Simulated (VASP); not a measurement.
# Ce (Fm-3m) in VASP: further runs, part 2 of 2

VASP 6.6.1. The steps go on from the part before.

## 4. Single point, LDA

This run uses another cell than the first one, of 20.45 Å³/atom, 0.880 times its volume.

Contents of INCAR:

```
SYSTEM = Ce
PREC = Accurate
ENCUT = 520
EDIFF = 1E-7
ISMEAR = -1
SIGMA = 0.1
LREAL = .False.
LASPH = .True.
NELM = 60
ALGO = Fast
ISIF = 2
LWAVE = .False.
LCHARG = .False.
NBANDS = 12
```

Contents of KPOINTS:

```
Automatic mesh
0
Gamma
  16 16 16
  0 0 0
```

Contents of POSCAR:

```
Ce
1.0
    0.0000000000      2.1704459433      2.1704459433
    2.1704459433      0.0000000000      2.1704459433
    2.1704459433      2.1704459433      0.0000000000
Ce
1
Direct
    0.0000000000      0.0000000000      0.0000000000
```

Potentials or basis: VASP PAW LDA potentials, release 64 (Ce).

Launch:

```console
> cat potpaw_LDA.64/Ce/POTCAR > POTCAR
> mpirun -np 1 vasp_std > vasp.out
```

OUTCAR:

```text
SYSTEM = Ce
   PREC = Accurate
   ENCUT = 520
   EDIFF = 1E-7
   ISMEAR = -1
   LREAL = .False.
   LASPH = .True.
   NELM = 60
   ISIF = 2

 ion  position               nearest neighbor table
   1  0.000  0.000  0.000-

  LATTYP: Found a face centered cubic cell.
 ALAT       =     4.3408918866

  Lattice vectors:

 A1 = (   0.0000000000,   2.1704459433,   2.1704459433)
 A2 = (   2.1704459433,   0.0000000000,   2.1704459433)
 A3 = (   2.1704459433,   2.1704459433,   0.0000000000)

Analysis of symmetry for initial positions (statically):
=====================================================================
 Subroutine PRICEL returns:
 Original cell was already a primitive cell.

 Routine SETGRP: Setting up the symmetry group for a
 face centered cubic supercell.

 Subroutine GETGRP returns: Found 48 space group operations
 (whereof 48 operations were pure point group operations)
 out of a pool of 48 trial point group operations.

The static configuration has the point symmetry O_h .

Analysis of symmetry for dynamics (positions and initial velocities):
=====================================================================
 Subroutine PRICEL returns:
 Original cell was already a primitive cell.

 Routine SETGRP: Setting up the symmetry group for a
 face centered cubic supercell.

 Subroutine GETGRP returns: Found 48 space group operations
 (whereof 48 operations were pure point group operations)
 out of a pool of 48 trial point group operations.

The dynamic configuration has the point symmetry O_h .

 Subroutine INISYM returns: Found 48 space group operations
 (whereof 48 operations are pure point group operations),
 and found     1 'primitive' translations

----------------------------------------------------------------------------------------

                                     Primitive cell

  volume of cell :      20.4492

  direct lattice vectors                    reciprocal lattice vectors
     0.000000000  2.170445943  2.170445943    -0.230367405  0.230367405  0.230367405
     2.170445943  0.000000000  2.170445943     0.230367405 -0.230367405  0.230367405
     2.170445943  2.170445943  0.000000000     0.230367405  0.230367405 -0.230367405

  length of vectors
     3.069474089  3.069474089  3.069474089     0.399008050  0.399008050  0.399008050

  position of ions in fractional coordinates (direct lattice)
     0.000000000  0.000000000  0.000000000

  ion indices of the primitive-cell ions
   primitive index   ion index
                 1           1

----------------------------------------------------------------------------------------

 KPOINTS: Automatic mesh

Automatic generation of k-mesh.
 Grid dimensions read from file:
 generate k-points for:   16   16   16

 Generating k-lattice:

  Cartesian coordinates                     Fractional coordinates (reciprocal lattice)
    -0.014397963  0.014397963  0.014397963     0.062500000  0.000000000  0.000000000
     0.014397963 -0.014397963  0.014397963     0.000000000  0.062500000  0.000000000
     0.014397963  0.014397963 -0.014397963     0.000000000  0.000000000  0.062500000

  Length of vectors
     0.024938003  0.024938003  0.024938003

  Shift w.r.t. Gamma in fractional coordinates (k-lattice)
     0.000000000  0.000000000  0.000000000

 Subroutine IBZKPT returns following result:
 ===========================================

 Found    145 irreducible k-points:

 Following reciprocal coordinates:
            Coordinates               Weight
  0.000000  0.000000  0.000000      1.000000
  0.062500  0.000000  0.000000      8.000000
  0.125000  0.000000  0.000000      8.000000
  0.187500  0.000000  0.000000      8.000000
  0.250000  0.000000  0.000000      8.000000
  0.312500  0.000000  0.000000      8.000000
[... 16 lines left out ...]
 -0.125000  0.062500  0.000000     24.000000
 -0.062500  0.062500  0.000000     12.000000
 [... further k-points ...]
   k-points           NKPTS =    145   k-points in BZ     NKDIM =    145   number of bands    NBANDS=     12
   number of dos      NEDOS =    301   number of ions     NIONS =      1
   total plane-waves  NPLWV =  13824
   dimension x,y,z NGX =    24 NGY =   24 NGZ =   24
   dimension x,y,z NGXF=    48 NGYF=   48 NGZF=   48
   ions per type =               1
   NGX,Y,Z   is equivalent  to a cutoff of  13.00, 13.00, 13.00 a.u.
   NGXF,Y,Z  is equivalent  to a cutoff of  26.00, 26.00, 26.00 a.u.
 SYSTEM =  Ce
   PREC   = accura    normal or accurate (medium, high low for compatibility)
   ISTART =      0    job   : 0-new  1-cont  2-samecut
   ICHARG =      2    charge: 1-file 2-atom 10-const
   ISPIN  =      1    spin polarized calculation?
   LNONCOLLINEAR =      F non collinear calculations
   LSORBIT =      F    spin-orbit coupling
   LASPH  =      T    aspherical Exc in radial PAW
   ENCUT  =  520.0 eV  38.22 Ry    6.18 a.u.   5.71  5.71  5.71*2*pi/ulx,y,z
   NELM   =     60;   NELMIN=  2; NELMDL= -5     # of ELM steps
   EDIFF  = 0.1E-06   stopping-criterion for ELM
   LREAL  =      F    real-space projection
   EDIFFG = 0.1E-05   stopping-criterion for IOM
   NSW    =      0    number of steps for IOM
   IBRION =     -1    ionic relax: 0-MD 1-quasi-New 2-CG
   NFREE  =      0    steps in history (QN), initial steepest desc. (CG)
   ISIF   =      2    stress and relaxation
   ISYM   =      2    0-nonsym 1-usesym 2-fastsym
   POTIM  = 0.5000    time-step for ionic-motion
   TEBEG  =    0.0;   TEEND  =   0.0 temperature during run
   PSTRESS=    0.0 pullay stress
   NELECT =      12.0000    total number of electrons
   NUPDOWN=      -1.0000    fix difference up-down
   EMIN   =  10.00;   EMAX   =-10.00  energy-range for DOS
   EFERMI =   0.00;   METHOD = LEGACY
   ISMEAR =    -1;   SIGMA  =   0.10  broadening in eV -4-tet -1-fermi 0-gaus
   EFERMI_NEDOS =   21; number of points for ismear=-14 and -15
   IALGO  =     68    algorithm
   IMIX   =      4    mixing-type and parameters
     AMIX     =   0.40;   BMIX     =  1.00
     AMIX_MAG =   1.60;   BMIX_MAG =  1.00
  volume/ion in A,a.u.               =      20.45       138.00
  Fermi-wavevector in a.u.,A,eV,Ry     =   1.370596  2.590052 25.559016  1.878535
  Thomas-Fermi vector in A             =   2.496369
   LORBIT       =      0    0 simple, 1 ext, 2 COOP (PROOUT), +10 PAW based schemes
   GGA     = CA    functional components
   LHFCALC =     F    Hartree Fock is set to
   AEXX    =    0.0000 exact exchange contribution
   IVDW    =     0    specifies the selected vdW correction
   LEPSILON=     F    determine dielectric tensor
   LRPA    =     F    only Hartree local field effects (RPA)
 non-spin polarized calculation
 RMM-DIIS sequential band-by-band and
  energy-cutoff  :      520.00
  volume of cell :       20.45
 maximum number of plane-waves:       568
   NGX = 11   NGY = 11   NGZ = 11

 number of electron      12.0000000 magnetization

 Free energy of the ion-electron system (eV)
  ---------------------------------------------------
  ext. energy  EPLUGINS =         0.00000000
  ---------------------------------------------------
  free energy    TOTEN  =        -6.87262531 eV

  energy without entropy =       -6.80424498  energy(sigma->0) =       -6.83843514

 E-fermi :  12.3957     XC(G=0): -12.8088

 val. band max:       12.3655178824   @ k =  -0.2500   0.3750   0.1250
 cond. band min:      12.3987741884   @ k =   0.2500   0.0000   0.0000
 fundamental gap:      0.0332563060
 Fermi energy:        12.3956682314

 k-point     1 :       0.0000    0.0000    0.0000
  band No.  band energies     occupation
      1     -22.8515      2.00000
      2      -2.4075      2.00000
      3      -2.4075      2.00000
      4      -2.4075      2.00000
      5      10.6410      2.00000
      6      11.8163      1.99392
      7      12.8251      0.02693
      8      12.8251      0.02693
      9      12.8251      0.02693
     10      14.0154      0.00000
     11      14.0154      0.00000
     12      14.0154      0.00000

 k-point     2 :       0.0625    0.0000    0.0000
  band No.  band energies     occupation
      1     -22.8106      2.00000
      2      -2.6712      2.00000
      3      -2.4361      2.00000
      4      -2.4361      2.00000
      5      10.8940      2.00000
      6      11.7189      1.99770
      7      12.7969      0.03555
      8      12.8313      0.02532
      9      12.8313      0.02532
     10      13.6752      0.00001
     11      13.6752      0.00001
     12      14.1228      0.00000
[... 316 lines left out ...]
 k-point    24 :      -0.0625    0.0625    0.0000
  band No.  band energies     occupation
      1     -22.7437      2.00000
      2      -3.0185      2.00000
      3      -2.5931      2.00000
      4      -2.4333      2.00000
      5      11.2662      1.99998
      6      11.5811      1.99942
      7      12.7284      0.06932
      8      12.8239      0.02725
      9      12.8808      0.01552
     10      14.1742      0.00000
     11      14.7837      0.00000
     12      14.8379      0.00000

 [... further k-points ...]
[... 5 lines left out ...]
  --------------------------------------------------------------------------------------
  -------------------------------------------------------------------------------------
  Total        1.1057088      1.1057088      1.1057088      0.0000000     -0.0000000      0.0000000
  in kB       86.6312197     86.6312197     86.6312197      0.0000000     -0.0000000      0.0000000
  external PRESSURE =      86.6312197 kB  Pullay stress =       0.0000000 kB

 VOLUME and BASIS-vectors are now :
 -----------------------------------------------------------------------------
  energy-cutoff  :      520.00
  volume of cell :       20.45
      direct lattice vectors                 reciprocal lattice vectors
     0.000000000  2.170445943  2.170445943    -0.230367405  0.230367405  0.230367405
     2.170445943  0.000000000  2.170445943     0.230367405 -0.230367405  0.230367405
     2.170445943  2.170445943  0.000000000     0.230367405  0.230367405 -0.230367405

 POSITION                                       TOTAL-FORCE (eV/Angst)
 -----------------------------------------------------------------------------------
      0.00000      0.00000      0.00000         0.000000      0.000000      0.000000
 -----------------------------------------------------------------------------------
    total drift:                                0.000000     -0.000000     -0.000000

  FREE ENERGIE OF THE ION-ELECTRON SYSTEM (eV)
  ---------------------------------------------------
  free  energy   TOTEN  =        -6.8726253060 eV

  energy  without entropy=       -6.8042449826  energy(sigma->0) =       -6.83843514
```

OSZICAR:

```text
N       E                     dE             d eps       ncg     rms          rms(c)
DAV:   1     0.854223814540E+02    0.85422E+02   -0.54534E+03  3520   0.132E+03
DAV:   2    -0.195701054996E+01   -0.87379E+02   -0.80771E+02  4244   0.191E+02
DAV:   3    -0.730974049567E+01   -0.53527E+01   -0.50694E+01  4248   0.643E+01
[... 27 lines left out ...]
RMM:  31    -0.687262477625E+01   -0.25682E-06   -0.25390E-06  4141   0.741E-03    0.158E-03
RMM:  32    -0.687262498143E+01   -0.20518E-06   -0.20380E-06  3931   0.638E-03    0.139E-03
RMM:  33    -0.687262511895E+01   -0.13753E-06   -0.13610E-06  3773   0.565E-03    0.344E-04
RMM:  34    -0.687262523198E+01   -0.11303E-06   -0.11028E-06  3705   0.491E-03    0.952E-04
RMM:  35    -0.687262530598E+01   -0.73999E-07   -0.74218E-07  3524   0.445E-03
   1 F= -.68726253E+01 E0= -.68384351E+01  d E =-.683803E-01
```

stdout:

```text
POSCAR found type information on POSCAR Ce
 POSCAR found :  1 types and       1 ions
 scaLAPACK will be used
 LDA part: xc-table for (Slater(with rela. corr.)+CA(PZ))
 , standard interpolation
 POSCAR, INCAR and KPOINTS ok, starting setup
 FFT: planning ... GRIDC
 FFT: planning ... GRID_SOFT
 FFT: planning ... GRID
 WAVECAR not read
 entering main loop
WARNING in EDDRMM: call to ZHEGV failed, returncode =   8  4      9
WARNING in EDDRMM: call to ZHEGV failed, returncode =   6  3      9
WARNING in EDDRMM: call to ZHEGV failed, returncode =   6  3     10
WARNING in EDDRMM: call to ZHEGV failed, returncode =   8  4      7
WARNING in EDDRMM: call to ZHEGV failed, returncode =   8  4     11
WARNING in EDDRMM: call to ZHEGV failed, returncode =   8  4      8
WARNING in EDDRMM: call to ZHEGV failed, returncode =   6  3     11
WARNING in EDDRMM: call to ZHEGV failed, returncode =   8  4      9
WARNING in EDDRMM: call to ZHEGV failed, returncode =   8  4     12
WARNING in EDDRMM: call to ZHEGV failed, returncode =   6  3      7
WARNING in EDDRMM: call to ZHEGV failed, returncode =   6  3      7
WARNING in EDDRMM: call to ZHEGV failed, returncode =   8  4      7
WARNING in EDDRMM: call to ZHEGV failed, returncode =   6  3     10
WARNING in EDDRMM: call to ZHEGV failed, returncode =   8  4      7
WARNING in EDDRMM: call to ZHEGV failed, returncode =   6  3      7
WARNING in EDDRMM: call to ZHEGV failed, returncode =   8  4      7
WARNING in EDDRMM: call to ZHEGV failed, returncode =   6  3      7
WARNING in EDDRMM: call to ZHEGV failed, returncode =   8  4      7
WARNING in EDDRMM: call to ZHEGV failed, returncode =   8  4     10
```

It took 52 s on 1 thread of Intel Xeon Platinum 8488C (Sapphire Rapids), shared host; peak memory 0.17 GiB.

Results:

- Free energy: -6.8726 eV
- Pressure: 8.7 GPa
- Band gap on the k mesh: none (metal or under the smearing width)

The run has no spin-orbit coupling, so splittings on Ce are missing. Spin polarisation is off, so any magnetic state and its effect on volume and gap are missing.

## 5. Single point, LDA

This run uses another cell than the first one, of 22.31 Å³/atom, 0.960 times its volume.

Contents of INCAR:

```
PREC = Accurate
ENCUT = 520
EDIFF = 1E-6
ISMEAR = -1
SIGMA = 0.1
LREAL = F
LASPH = T
NELM = 100
ALGO = Normal
ISIF = 2
LWAVE = F
LCHARG = F
NBANDS = 12
```

Contents of KPOINTS:

```
regular mesh
0
Gamma
  16 16 16
```

Contents of POSCAR:

```
Ce
1.0
    0.0000000000      2.2343189083      2.2343189083
    2.2343189083      0.0000000000      2.2343189083
    2.2343189083      2.2343189083      0.0000000000
Ce
1
Direct
    0.0000000000      0.0000000000      0.0000000000
```

Launch:

```console
> cat potpaw_LDA.64/Ce/POTCAR > POTCAR
> mpirun -np 1 vasp_std > vasp.out
```

It took 19 s on 1 thread of Intel Xeon Platinum 8488C (Sapphire Rapids), shared host; peak memory 0.17 GiB.

It converged, with:

```yaml
Free_energy: -6.9329 eV
Pressure: 1.8 GPa
Band_gap_on_the_k_mesh: none (metal or under the smearing width)
```

Levels at points of the mesh, in eV from the Fermi level:
| k point | band 3 | band 4 | band 5 | band 6 | band 7 | band 8 | band 9 | band 10 |
| --- | --- | --- | --- | --- | --- | --- | --- | --- |
| (0.00, 0.00, 0.00) | -15.14 | -15.14 | -2.23 | -0.40 | 0.44 | 0.44 | 0.44 | 1.45 |
| (0.50, 0.00, 0.00) | -15.70 | -15.70 | -2.32 | -0.29 | 0.53 | 0.53 | 1.00 | 1.25 |
| (0.50, 0.50, 0.00) | -16.75 | -16.75 | -3.62 | -2.96 | 0.58 | 0.78 | 0.78 | 0.93 |

The run has no spin-orbit coupling, so splittings on Ce are missing. Spin polarisation is off, so any magnetic state and its effect on volume and gap are missing.

## 6. Summary

| cell | gap on the mesh (eV) | pressure (GPa) |
| --- | --- | --- |
| Fm-3m, 23.24 Å³/atom | none | -0.6 |
| Fm-3m, 26.03 Å³/atom | none | -5.1 |
| Fm-3m, 20.45 Å³/atom | none | 8.7 |
| Fm-3m, 22.31 Å³/atom | none | 1.8 |

Alike in all rows: task single point; level LDA; potentials or basis VASP PAW LDA potentials, release 64 (Ce); no spin polarisation; k mesh 16 × 16 × 16; cutoff (eV) 520; smearing fermi-dirac 0.1 eV.

Every run on the cell as given and a fine mesh finds a metal.

Absolute energies hang on the potentials; compare differences alone.
